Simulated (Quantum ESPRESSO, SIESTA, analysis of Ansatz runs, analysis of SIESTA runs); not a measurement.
# GaN (P6_3mc):O_N, a ladder of methods on one cell (SIESTA), part 3 of 3

Question: at which Fermi levels does O_N in GaN (P6_3mc) change its charge, and how much of the answer depends on the k-points? The model is a cell of 72 host atoms with 1 N taken out and 1 O put in.

SIESTA 5.4.2; SIESTA numerical-orbital DFT, PBEsol, DZP basis, PseudoDojo 0.4.1 potentials converted to PSML; charged supercells in a uniform background, point-charge correction with alignment at far sites.

So far. Step 2 (Band edges): The gap at this level is 1.79 eV. Step 3 (Relaxing each charge state): Against the host's sites the lattice moves most at charge +1 (0.09 Å); the smallest move among the states is 0.07 Å.

## 4. Corrections and levels

A charged cell interacts with its images and the background. The point-charge term, screened by the static dielectric constant, takes that out, and the potential far from the defect is aligned with the host's. Chemical potentials: Ga (alpha-Ga (Cmce)), N (N2 molecule) and O (O2 molecule), run alike.

By state, in eV; the first energy still holds the atoms taken out or put in:

```
charge  moment (μB)  energy over the host, electrons at the valence top  point-charge term  potential shift at far sites  its spread  correction
    −1            0                                            -162.327              0.206                         0.091       0.030       0.115
     0            1                                            -165.413              0.000                             -           -       0.000
    +1            0                                            -168.467              0.206                        -0.017       0.024       0.190
```

Potentials at atomic sites for charge −1, some of the atoms; distances and the model charge refer to the site on which the defect was built:

```csv
atom,distance from that site (Å),potential less the host's (eV),point-charge model (eV)
Ga58,1.994,-0.067,0.278
N11,3.210,-0.023,0.049
N36,3.212,-0.008,0.047
Ga65,3.758,0.005,-0.004
N52,4.526,0.017,-0.050
Ga13,4.570,0.021,-0.054
Ga38,4.947,0.029,-0.059
N16,5.538,0.031,-0.066
Ga6,5.882,0.030,-0.092
N7,6.121,0.005,-0.088
N55,7.611,0.025,-0.106
```

Over the charge states the far sites scatter by a standard deviation of up to 0.03 eV about the model once its mean shift is taken off, which is the uncertainty of the alignment.

Limit set by the element alone; other compounds of these elements are not counted. Chemical potentials from the elements' reference states: Ga 0.00 eV, N -1.62 eV, O 0.00 eV. Formation energies (Ga-rich), with the Fermi level at the valence top and at the conduction bottom (gap 1.79 eV):

```
charge  at valence top (eV)  at conduction bottom (eV)  correction included (eV)
    +1                -4.62                      -2.82                      0.19
     0                -1.75                      -1.75                      0.00
    −1                 1.45                      -0.34                      0.11
```

Fermi level (eV), lowest formation energy (eV) and a bar from the least value:
```
     0.00      -4.62 
     0.16      -4.45 ###
     0.33      -4.29 #####
     0.49      -4.13 ########
     0.65      -3.97 ###########
     0.81      -3.80 ##############
     0.98      -3.64 ################
     1.14      -3.48 ###################
     1.30      -3.31 ######################
     1.47      -3.15 #########################
     1.63      -2.99 ###########################
     1.79      -2.82 ##############################
```

Limit set by the element alone; other compounds of these elements are not counted. Chemical potentials from the elements' reference states: N 0.00 eV, Ga -1.62 eV, O 0.00 eV. Formation energies (N-rich), with the Fermi level at the valence top and at the conduction bottom (gap 1.79 eV):

```csv
charge,at valence top (eV),at conduction bottom (eV),correction included (eV)
+1,-2.99,-1.20,0.19
0,-0.13,-0.13,0.00
−1,3.07,1.28,0.11
```

(Fermi level (eV), lowest formation energy (eV)): (0.00, -2.99), (0.16, -2.83), (0.33, -2.67), (0.49, -2.51), (0.65, -2.34), (0.81, -2.18), (0.98, -2.02), (1.14, -1.85), (1.30, -1.69), (1.47, -1.53), (1.63, -1.36), (1.79, -1.20)

So at this level: (+1/0) at 2.86 eV (3.05 without the correction) and (0/−1) at 3.20 eV (3.09 without the correction), in a gap of 1.79 eV. (+1/0) and (0/−1) lie outside the gap, so the charge beyond is not the lowest at any Fermi level in the gap, within the error of the correction.

## 5. SIESTA, PBEsol, DZP, 2×2×2

The k-points change from one point at (¼, ¼, ¼) to 2×2×2 shifted by half a step on the same structures. A defect state disperses through its periodic images, and a carrier in a host band fills it differently at other k-points; both move the energies of the states that hold these electrons.

Input file defect.fdf:

```
SystemName                      Ga36N35O
SystemLabel                     defect
NumberOfSpecies                 3
NumberOfAtoms                   72
%block ChemicalSpeciesLabel
  1   31 Ga
  2    7 N
  3    8 O
%endblock ChemicalSpeciesLabel
LatticeConstant                 1.0 Ang
%block LatticeVectors
     9.608457000    -0.001719000     0.000000000
    -4.805718000     8.320308000     0.000000000
     0.000000000     0.000000000    10.426414000
%endblock LatticeVectors
AtomicCoordinatesFormat         Fractional
%block AtomicCoordinatesAndAtomicSpecies
     0.222393379     0.111541339     0.249154599  1
     0.111204746     0.222870134     0.499723778  1
[... 23 atom lines left out ...]
     0.440790586     0.215875629     0.502198455  1
[... 6 atom lines left out ...]
     0.555826006     0.444845968     0.242745780  1
     0.441469502     0.558547699     0.501047724  1
     0.554044052     0.442205193     0.436663267  3
[... 22 atom lines left out ...]
     0.781413535     0.557440812     0.501824597  1
[... 8 atom lines left out ...]
     0.888322239     0.778084781     0.437935229  2
[... 4 atom lines left out ...]
     0.777617483     0.889418844     0.688379245  2
%endblock AtomicCoordinatesAndAtomicSpecies
%block kgrid.MonkhorstPack
    2   0   0  0.50
    0   2   0  0.50
    0   0   2  0.50
%endblock kgrid.MonkhorstPack
XC.Functional                   GGA
XC.Authors                      PBEsol
PAO.BasisSize                   DZP
PAO.EnergyShift                 0.005 Ry
Mesh.Cutoff                     300 Ry
NetCharge                       -1.0
OccupationFunction              FD
ElectronicTemperature           0.01 eV
MaxSCFIterations                150
SCF.MustConverge                true
SCF.Mixer.Method                Pulay
SCF.Mixer.Weight                0.2
SCF.Mixer.History               10
SCF.DM.Tolerance                1.0e-4
SCF.H.Tolerance                 1.0e-3 eV
WriteForces                     true
Charge.Mulliken                 end
SaveRho                         true
SaveElectrostaticPotential      true
Charge.Hirshfeld                end
Charge.Voronoi                  end
```

Started as:

```console
OMP_NUM_THREADS=1 siesta defect.fdf > defect.out
```

Output:

```text
Version         : 5.4.2

                           ***********************
                           *  WELCOME TO SIESTA  *
                           ***********************

[...]
reinit: Reading from file defect.fdf

reinit: -----------------------------------------------------------------------
reinit: System Name: Ga36N35O
reinit: -----------------------------------------------------------------------
reinit: System Label: defect
reinit: -----------------------------------------------------------------------

initatom: Reading input for the pseudopotentials and atomic orbitals ----------
Species number:   1 Atomic number:   31 Label: Ga
Species number:   2 Atomic number:    7 Label: N
Species number:   3 Atomic number:    8 Label: O

[... pseudopotential checks and orbital generation ...]

prinput: Basis input

PAO.BasisType split

%block ChemicalSpeciesLabel
    1   31 Ga                      # Species index, atomic number, species label
    2    7 N                       # Species index, atomic number, species label
    3    8 O                       # Species index, atomic number, species label
%endblock ChemicalSpeciesLabel

%block PAO.Basis                 # Define Basis set
# WARNING: This information might be incomplete!
Ga                    4                    # Species label, number of l-shells
 n=4   0   2                         # n, l, Nzeta
   6.217      4.287
   1.000      1.000
 n=4   1   2                         # n, l, Nzeta
   8.738      6.186
[...]
n=3   2   1                         # n, l, Nzeta
   3.373
   1.000
 n=4   2   1                         # n, l, Nzeta
   8.738
   1.000
N                     2                    # Species label, number of l-shells
 n=2   0   2                         # n, l, Nzeta
[...]
(Free)E + p*V (eV/cell)   -85091.3517
Target enthalpy (eV/cell)   -85102.2179
[...]
siesta: Final energy (eV):
siesta:  Band Struct. =  -10858.017636
siesta:       Kinetic =   68460.654967
siesta:       Hartree =   21411.762176
siesta:         Exch. =  -21901.919829
siesta:         Corr. =   -1417.476643
siesta:   Exch.-corr. =  -23319.396472
siesta:  Ion-electron = -105593.737981
siesta:       Ion-ion =  -46061.500587
siesta:         Total =  -85102.217896
siesta:         Fermi =      -3.082684
[...]
siesta: Atomic forces (eV/Ang):
siesta:      1   -0.027623   -0.020508    0.021661
siesta:      2    0.004259   -0.043088    0.038430
siesta:      3    0.026438    0.107992   -0.031615
[...]
siesta:     71   -0.030617   -0.012295   -0.018998
siesta:     72    0.008244   -0.038423   -0.029402
siesta: ----------------------------------------
siesta:    Tot    0.024883   -0.020695   -0.039082
[...]
siesta: Stress tensor (static) (eV/Ang**3):
siesta:    -0.011681   -0.000158   -0.000018
siesta:    -0.000158   -0.011961   -0.000086
siesta:    -0.000018   -0.000086   -0.015470
[...]
siesta: Cell volume =        833.456888 Ang**3
[...]
siesta: Pressure (static):
siesta:                Solid            Molecule  Units
siesta:           0.00014200          0.00015861  Ry/Bohr**3
siesta:           0.01303745          0.01456287  eV/Ang**3
siesta:          20.88829677         23.33229640  kBar
[...]
mulliken: Qtot =      650.000

Mulliken Atomic Populations:
Atom #   charge [q] valence [e]  Species
     1     0.882098   12.117902  Ga
     2     0.877797   12.122203  Ga
     3    -0.913706    5.913706  N
     4    -0.914019    5.914019  N
     5     0.878896   12.121104  Ga
[...]
7    -0.912360    5.912360  N
[...]
35    -0.737369    6.737369  O
[...]
69     0.879203   12.120797  Ga
    70     0.877658   12.122342  Ga
    71    -0.912032    5.912032  N
    72    -0.911008    5.911008  N
 Total    -1.000000

[...]
Job completed
```

Elapsed: 17 min, on 1 MPI rank of Arm Neoverse V2, shared host; peak memory 1.9 GiB.

On the kept structures the largest force at this level is 0.16 eV/Å, so they are not at rest here, and a relaxation would lower the states by unlike amounts.

At charge 0 filled and empty levels, counted over both spins and all k-points, touch or overlap: the last carrier shares a level or a band, or the held moment keeps an electron of one spin above an empty level of the other.

By state, in eV; the first energy still holds the atoms taken out or put in:

| charge | moment (μB) | energy over the host, electrons at the valence top | point-charge term | potential shift at far sites | its spread | correction |
| --- | --- | --- | --- | --- | --- | --- |
| −1 | 0 | -162.879 | 0.206 | 0.102 | 0.033 | 0.104 |
| 0 | 1 | -165.705 | 0.000 | - | - | 0.000 |
| +1 | 0 | -168.505 | 0.206 | -0.017 | 0.024 | 0.190 |

Against the first level the gap goes from 1.79 to 1.79 eV, and the level that moves most, (0/−1), from 3.20 to 2.93 eV. Both gaps come from the dense mesh of the unit cell, so this step does not test the gap. At charge 0, 51 % of the majority spin lies within 4 Å of the centre, against 39 % for an even spread, which points to a carrier spread as in a band; the levels next to it are then no levels of a bound state.

## 6. Side by side

Gap and levels in eV, each above its own valence top, and the processor time of the defect runs (shared machines):

```csv
level of method,gap,(+1/0),(0/−1),runs,core time
"SIESTA, PBEsol, DZP, k = ¼",1.79,2.86,3.20,relaxations,3.6 h
"SIESTA, PBEsol, DZP, 2×2×2",1.79,2.61,2.93,single points,71 min
```

Values below zero or above the gap of their row lie outside the gap.

Formation energies in eV with the Fermi level at the valence top and the elements as references, each run at its own level:

```csv
level of method,+1,0,−1
"SIESTA, PBEsol, DZP, k = ¼",-2.99,-0.13,3.07
"SIESTA, PBEsol, DZP, 2×2×2",-3.03,-0.42,2.51
```

## 7. Outcome

```yaml
gap_of_the_host_siesta_pbesol: 1.79 eV
```

At the level trusted most (SIESTA, PBEsol, DZP, 2×2×2) no transition falls inside the gap of 1.79 eV: charge +1 is lowest across it. (+1/0) and (0/−1) reach a band edge before or after the correction; the carrier may then sit in a band, where the point-charge correction doesn't apply and the value depends on how these k-points fill the band, which is not corrected here. Only the charges −1, 0 and +1 were placed; others may be stable too. Compounds of O with the host's elements are not counted; they lower the chemical potential of the dopant and raise these formation energies. Limits: PBEsol makes the gap too small and tends to spread out bound carriers; where a gas molecule sets a chemical potential or the host's formation energy, its binding is uncorrected.

Computed beside measured:

```
                  quantity  measured  PBEsol PseudoDojo, SIESTA
band gap (direct gap) (eV)       3.4            1.79 (-1.61 eV)
```

Measured values from arxiv:1710.05670 (2017).

How well it matches: The band gap is off by -1.61 eV: a clear miss. Local and semilocal functionals usually give gaps below the measured ones. Zero-point and thermal motion shift the measured gap.

[Logs are printed without paths, hosts, clocks, repeated set-up lines and the standing remarks that a program may print on its own settings, such as how far it seeks lower states.]

[Hosts, paths, dates, database ids (printed as entryN), source tags and the programs' standing remarks are cut or masked in the printed files.]

[For some hosts the program warned that the k-mesh of the response run may be too coarse for force constants and the static dielectric constant; such warnings are not shown here.]

[Charge tables in the logs are Mulliken or Hirshfeld populations, whose sizes and signs can differ; where basis functions stand at a vacancy, SIESTA counts their charge against the missing atom's valence.]

[In relaxation paths of CP2K, step 0 can be the structure after the first move, since the trajectory file begins there, and the last row can be the final structure solved once more.]
